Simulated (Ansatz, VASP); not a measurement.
# MgS: VASP beside Ansatz

Contents of INCAR:

```
SYSTEM = MgS
  ALGO = Normal
  EDIFF = 1E-6
  ENCUT = 520
  GGA = PS
  ISIF = 2
  ISMEAR = 0
  LASPH = .TRUE.
  LCHARG = .FALSE.
  LREAL = .FALSE.
  LWAVE = .FALSE.
  NBANDS = 16
  NELM = 100
  PREC = Accurate
  SIGMA = 0.02
```

The input KPOINTS:

```
k-points
0
G
  6 6 6
  0 0 0
```

Contents of POSCAR:

```
MgS
1.0
    2.6296449452      2.6296449452      0.0000000000
   -2.6296449452      2.6296449452      0.0000000000
    0.0000000000      0.0000000000      4.8710303833
Mg S
2 2
Direct
    0.0000000000      0.0000000000      0.0000000000
    0.5000000000      0.5000000000      0.5000000000
    0.5000000000      0.5000000000      0.0000000000
    0.0000000000      0.0000000000      0.5000000000
```

Input for Ansatz:

```yaml
crystal:
  lattice:
    - [2.6296449452, 2.6296449452, 0.0]
    - [-2.6296449452, 2.6296449452, 0.0]
    - [0.0, 0.0, 4.8710303833]
  atoms:
    - { symbol: Mg, position: [0.0, 0.0, 0.0] }
    - { symbol: Mg, position: [0.5, 0.5, 0.5] }
    - { symbol: S, position: [0.5, 0.5, 0.0] }
    - { symbol: S, position: [0.0, 0.0, 0.5] }
basis:
  ecutwfc: 420
kpoints:
  mp_grid: { grid: [6, 6, 6] }
  band_path: { path: [VBM, CBM], npoints: 2 }
hamiltonian:
  xc: pbesol
scf:
  occupations: { method: gaussian, width: 0.02 }
output:
  forces: true
  stress: true
  eigenvalues: true
checkpoint:
  read: start.run
  write: ck
  compress: false
  write_wavefunctions: false
  write_every: 100000
```

Alike in both runs: task single point; functional PBEsol; k mesh 6 × 6 × 6; occupations gaussian, width 0.02 eV; no spin polarisation.

```csv
,VASP,Ansatz
version,VASP 6.6.1,Ansatz 0.2.0
potentials or method,"VASP PAW PBE potentials, release 64 (Mg, S)","scalar-relativistic, plane waves, PAW"
plane-wave cutoff (eV),520,420
valence electrons in the cell,16,32
```

Ansatz gave:

```
gap on the k mesh at the Fermi level (eV)       : 2.47
least direct gap on the mesh (eV)               : 2.47
pressure (GPa)                                  : 3.8
largest component of the traceless stress (GPa) : 7.61
```

Which values does VASP return?

gap on the k mesh at the Fermi level (eV): 2.48; least direct gap on the mesh (eV): 2.48; pressure (GPa): 3.6; largest component of the traceless stress (GPa): 7.62.

The two sets of potentials don't hold the same shells in valence.

Caveats: the PAW data sets were made with another functional, which shifts forces and pressure a little (VASP). A k mesh can miss the band edges. Expect the measured gap to be larger: semilocal functionals such as PBEsol lack the derivative discontinuity.
